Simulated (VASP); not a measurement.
Here is a VASP 6.6.1 calculation.

File INCAR:

```
PREC = Accurate
ENCUT = 520
EDIFF = 1E-6
ISMEAR = 0
SIGMA = 0.1
LREAL = F
LASPH = T
NELM = 100
ALGO = Fast
ISIF = 2
LWAVE = F
LCHARG = F
GGA = PE
NBANDS = 30
```

The input KPOINTS:

```
regular mesh
0
Gamma
  4 4 4
```

POSCAR

```
Ta
1.0
    0.0000000000      3.3214773759      3.3213094694
    3.3137758153      0.0000000000      3.3213094694
    3.3137758153      3.3214773759      0.0000000000
Ta
4
Direct
    0.4999978128      0.4999978128      0.0000021872
    0.7500021872      0.7500021872      0.2499978128
    0.2499978128      0.2499978128      0.7500021872
    0.0000021872      0.0000021872      0.4999978128
```

Potentials or basis: VASP PAW PBE potentials, release 64 (Ta_pv).

Command:

```bash
$ cat potpaw_PBE.64/Ta_pv/POTCAR > POTCAR
$ mpirun -np 1 vasp_std > vasp.out
```

(1) Predict the band gap on the k mesh.

(2) Estimate the pressure.

Answers

(1) none (metal or under the smearing width).

(2) 0.1 GPa.

Caveat: the k mesh is coarse (spacing up to 0.41 Å⁻¹), so the values aren't converged.
